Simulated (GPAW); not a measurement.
# Te (P3_121) in GPAW: single point with PBE

Aim: the single point of Te with PBE.

Program: GPAW 26.7.0. These are calculated values, not measurements. Logs are shortened: lines on timing, memory, paths and dates and some standing lists are left out, and cuts for length are marked. The log counts tension as positive stress, the text compression.

## 1. Starting point

The structure is trigonal, space group P3_121 (No. 152). Conventional cell: a = 4.454 Å, b = 4.454 Å, c = 5.924 Å, α = 90.00°, β = 90.00°, γ = 120.00°. Te (site symmetry 2) is surrounded by 2 Te at 2.86 Å.

## 2. Single point, PBE

Contents of run.py:

```python
from ase.dft.bandgap import bandgap
from ase.io import read, write
from ase.units import GPa
from gpaw import GPAW, PW

atoms = read('POSCAR')

calc = GPAW(mode=PW(450),
            xc='PBE',
            kpts={'size': (6, 6, 4), 'gamma': True},
            occupations={'name': 'fermi-dirac', 'width': 0.05},
            nbands=19,
            maxiter=120,
            txt='gpaw.txt')
atoms.calc = calc
energy = atoms.get_potential_energy()
forces = atoms.get_forces()
stress = atoms.get_stress()
calc.write('gs.gpw')
write('result.traj', atoms)
print(f'Energy: {energy:.6f} eV')
print('Forces (eV/A):')
print(forces.round(4))
print('Stress (GPa):', (stress / GPa).round(3))
print('Fermi level:', round(calc.get_fermi_level(), 4), 'eV')
print(f'Gap: {bandgap(calc)[0]:.4f} eV, direct: {bandgap(calc, direct=True)[0]:.4f} eV')
```

Contents of POSCAR:

```
Te
1.0
    4.4540000000      0.0000000000      0.0000000000
   -2.2270000000      3.8572771485      0.0000000000
    0.0000000000      0.0000000000      5.9240000000
Te
3
Direct
    0.7310000000      0.7310000000      0.0000000000
    0.0000000000      0.2690000000      0.6666666667
    0.2690000000      0.0000000000      0.3333333333
```

Potentials or basis: GPAW PAW data sets (gpaw-data 1.2.1), pw.

Run with:

```console
$ OMP_NUM_THREADS=1 python run.py
```

gpaw.txt:

```text
__  _  _
 | _ |_)|_||  |
 |__||  | ||/\| - 26.7.0

Input parameters:
  mode=PW(ecut=450.00000000000006),
  kpts=MonkhorstPack(size=(6, 6, 4), gamma=True),
  maxiter=120,
  nbands=19,
  occupations=Occupations(name='fermi-dirac', width=0.05),
  xc=XC(name='PBE')

Diagonalizing LCAO Hamiltonian
Converting LCAO to pw mode

        Te

           Te
              Te

Atoms  # Å, Bohr magnetons
|   | symbol |         x |        y |        z |    initial magnetic moments |
|---|--------|-----------|----------|----------|-----------------------------|
| 0 |     Te |  1.627937 | 2.819670 | 0.000000 | ( 0.0000,  0.0000,  0.0000) |
| 1 |     Te | -0.599063 | 1.037608 | 3.949333 | ( 0.0000,  0.0000,  0.0000) |
| 2 |     Te |  1.198126 | 0.000000 | 1.974667 | ( 0.0000,  0.0000,  0.0000) |

Unit cell  # Å
| periodic |         x |        y |        z |  lengths |     angles |
|----------|-----------|----------|----------|----------|------------|
|      yes |  4.454000 | 0.000000 | 0.000000 | 4.454000 |  90.000000 |
|      yes | -2.227000 | 3.857277 | 0.000000 | 4.454000 |  90.000000 |
|      yes |  0.000000 | 0.000000 | 5.924000 | 5.924000 | 120.000000 |

Number of symmetries: 2
Symmetry operations  # r_c * U_cc + t_c -> r_c
|   | kind |            matrix            |
|---|------|------------------------------|
| 0 |  E   |  1, 0, 0,  0, 1, 0,  0, 0, 1 |
| 1 |  C2  |  0, 1, 0,  1, 0, 0,  0, 0,-1 |

BZ-sampling:
  Number of BZ points: 144
  Number of IBZ points: 47

  Monkhorst-Pack size: [6, 6, 4]
  Monkhorst-Pack shift: [0.08333333333333333, 0.08333333333333333, 0.125]

K-points  # in reciprocal-cell coordinates
|     |                                coordinates |     weight |
|-----|--------------------------------------------|------------|
|   0 | (  0.00000000,   0.00000000,   0.00000000) | 0.00694444 |
|   1 | (  0.00000000,   0.00000000,   0.25000000) | 0.01388889 |
|   2 | (  0.00000000,   0.00000000,   0.50000000) | 0.00694444 |
|   3 | (  0.16666667,  -0.16666667,  -0.25000000) | 0.01388889 |
|   4 | (  0.16666667,  -0.16666667,   0.00000000) | 0.01388889 |
|   5 | (  0.16666667,  -0.16666667,   0.25000000) | 0.01388889 |
|   6 | (  0.16666667,  -0.16666667,   0.50000000) | 0.01388889 |
|   7 | (  0.16666667,   0.00000000,  -0.25000000) | 0.02777778 |
|   8 | (  0.16666667,   0.00000000,   0.00000000) | 0.02777778 |
|   9 | (  0.16666667,   0.00000000,   0.25000000) | 0.02777778 |
| ... |                                            |            |
|  46 | (  0.50000000,   0.50000000,   0.50000000) | 0.00694444 |

Plane wave coefficients: 2226
Cutoff: 450.00000000000006 eV

Spin-components: 1 (collinear spins)
Bands:           19
Projectors:      15
Spin-degeneracy: 2
Datatype:        complex128

Parallelization:
  kpt:    1
  domain: 1
  band:   1

Density:
  Valence electrons: 18.0
  Components: 1
  Grid points: [24 24 30]
  Charge: 0.0  # |e|

Potential:
  Grid points: [24 24 30]

species:
  Te:
    name:    Tellurium
    Z:       52.0
    valence: 6
    core:    46
    charge:  0.0  # [|e|]
    compensation charges:
      type: gauss
      rc: 0.36  # [Å]
      lmax: 2
    cutoffs:
      filter: 2.09  # [Å]
      core: 3.17  # [Å]
    projectors
    | kind |    occ | energy [eV] | rcut [Å] |
    |------|--------|-------------|----------|
    |   5s |  2.000 |     -15.089 |    1.180 |
    |   5p |  4.000 |      -5.955 |    1.196 |
    |    s |        |      12.123 |    1.180 |
    |    p |        |      21.256 |    1.196 |
    |    d |        |       0.000 |    1.238 |

    Using partial waves for Te as LCAO basis

Reference energy: -554372.050302  # eV

eigensolver:
  PPCG
  Converge bands: occupied
  niter=2

density mixing:
  MSR1-Mixer
  Pratt-step length: 0.05
  Maximum mixing coefficient: 0.75
  Old densities: 10
  SVD Regularization: 0.005
  Good broyden scale: 1.0
  Trust region scale: 1.0
  Backstep threshold: 4.0
  History deletion threshold: 6.0
  Fourier metric: weight=20.0, sigma=0.015

occupation numbers:
  Fermi-Dirac:
    width: 0.0500  # eV

poisson solver:
  ecut: 3600.0000000000005  # eV

xc functional:
  name: PBE with 2 nearest neighbor stencil

convergence criteria:
- Maximum [total energy] change in last 3 cyles: 0.0005 eV / valence electron
- Maximum integral of absolute [dens]ity change: 0.0001 electrons / valence electron
- Maximum integral of absolute [eigenst]ate change: 4e-08 eV^2 / valence electron
maximum number of iterations: 120

SCF iterations
|iter     | |      energy | eigst |  dens |
|---------|-|-------------|-------|-------|
|iter:   1| |   -9.606994 | -0.33 |       |
|iter:   2| |   -9.614382 | -2.24 | -1.23 |
|iter:   3| |   -9.594744 | -3.03 | -1.26 |
|iter:   4| |   -9.594066 | -3.92 | -1.77 |
|iter:   5| |   -9.594243c| -5.29 | -2.51 |
|iter:   6| |   -9.594285c| -5.95 | -2.92 |
|iter:   7| |   -9.594278c| -6.47 | -3.18 |
|iter:   8| |   -9.594279c| -7.35 | -3.88 |
|iter:   9| |   -9.594279c| -7.93c| -4.80c|

Converged in 9 steps
Energy contributions relative to reference atoms: (reference = -554372.050302)

Energy contributions:
  Kinetic:          15.168466
  Coulomb:         -15.389613
  Zero:              0.361872
  External:          0.000000
  Xc:               -9.734141
  Entropy:          -0.001727
  Spinorbit:         0.000000
  ----------------------------
  Free energy:      -9.595142
  Extrapolated:     -9.594279

dipole moment: (-9.520181, -16.489438, -25.324449)  # |e|*Ang

Fermi level: 5.834
Eigenvalues  # (at kpt = [0.000, 0.000, 0.000])
| band index |      eig [eV] | occ [0-2] |
|------------|---------------|-----------|
|          0 |        -7.869 |     2.000 |
|          1 |        -4.570 |     2.000 |
|          2 |        -4.570 |     2.000 |
|          3 |         2.664 |     2.000 |
|          4 |         2.977 |     2.000 |
|          5 |         2.977 |     2.000 |
[... 9 lines left out ...]
|         15 |        12.086 |     0.000 |
|         16 |        12.086 |     0.000 |
|        ... |               |           |
|         18 |        12.353 |     0.000 |

Gap: 0.170 eV
Transition (v -> c):
  (s=0, k=32, n=8, [0.33, 0.33, 0.50]) -> (s=0, k=32, n=9, [0.33, 0.33, 0.50])
No difference between direct/indirect transitions

Forces  # eV/Ang
|        x |        y |        z |
|----------|----------|----------|
| -0.05201 | -0.09009 |  0.00000 |  # Te   0
| -0.05201 |  0.09011 | -0.00000 |  # Te   1
|  0.10404 |  0.00001 |  0.00000 |  # Te   2

Stress tensor  # eV/Ang^3
|         x |         y |         z |
|-----------|-----------|-----------|
| -0.005610 |  0.000000 | -0.000000 |
|  0.000000 | -0.005610 |  0.000000 |
| -0.000000 |  0.000000 | -0.007448 |

# Writing to gs.gpw (mode='')
```

It took 19 s on 1 thread of Intel Xeon 6975P-C (Granite Rapids), shared host; peak memory 0.19 GiB.

What came out:

| Quantity | Value |
| --- | --- |
| Free energy | -9.5951 eV |
| Pressure | 1.0 GPa |
| Largest force | 0.104 eV/Å |
| Band gap on the k mesh | 0.17 eV, direct |

Forces in eV/Å, atoms in the order of the input:
```
Te  -0.052 -0.090  0.000
Te  -0.052  0.090  0.000
Te   0.104  0.000  0.000
```

Stress tensor (GPa, compression positive):
```
0.90 0.00 0.00
0.00 0.90 0.00
0.00 0.00 1.19
```

Levels at points of the mesh, in eV from the valence-band top:
| k point | band 7 | band 8 | band 9 | band 10 | band 11 | band 12 |
| --- | --- | --- | --- | --- | --- | --- |
| (0.00, 0.00, 0.00) | -1.68 | -1.68 | -0.85 | 1.00 | 1.00 | 1.60 |
| (0.00, 0.00, 0.50) | -1.33 | -1.03 | -1.03 | 0.47 | 0.48 | 0.48 |
| (0.50, 0.00, 0.00) | -3.52 | -1.03 | -0.81 | 0.84 | 0.90 | 2.96 |
| (0.50, 0.00, 0.50) | -2.46 | -2.12 | -0.20 | 0.74 | 1.95 | 2.56 |
| (0.50, 0.50, 0.00) | -3.52 | -1.03 | -0.81 | 0.84 | 0.90 | 2.96 |
| (0.50, 0.50, 0.50) | -2.46 | -2.12 | -0.20 | 0.74 | 1.95 | 2.56 |

Caveat: the cutoff is short for stress and forces, so pressures can be off by a GPa or more; spin-orbit coupling is left out, which moves the levels of the heavy elements.
